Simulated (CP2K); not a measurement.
Si2Mo in CP2K: the effect of pseudo set

Si2Mo:

```
Mo Si
1.0
     4.53529    0.00000    0.00000
     2.27744    3.92200    0.00000
    -3.40636   -1.96100    2.26274
Mo Si
1 2
Cartesian
  0.0000 0.0000 0.0000
  4.5441 2.6160 0.0000
  2.2686 1.3060 0.0000
```

Alike in all runs:

| Property | Result |
| --- | --- |
| Program | CP2K 2026.2 |
| Task | atomic charges |
| Functional | PBE |
| Density cutoff | 6123 eV |
| k mesh | 12 × 12 × 12 |
| Occupations | fermi-dirac, width 0.05 eV |
| Spin | no spin polarisation |

| pseudo set | pressure (GPa) | largest force (eV/Å) |
| --- | --- | --- |
| PBE | 2.1 | 0.29 |
| PADE | -2.2 | 0.25 |
| BLYP | ? | ? |
| SCAN | 1.8 | 0.26 |
| PBE0 | 2.1 | 0.28 |

Problem. What does the run with pseudo set BLYP give?

Solution. Pressure 3.2 GPa; largest force 0.27 eV/Å.

Caveats: the basis of atomic orbitals isn't converged, which shifts pressures, moduli and gaps; the potentials were made for another functional, which shifts forces and pressure (some runs).
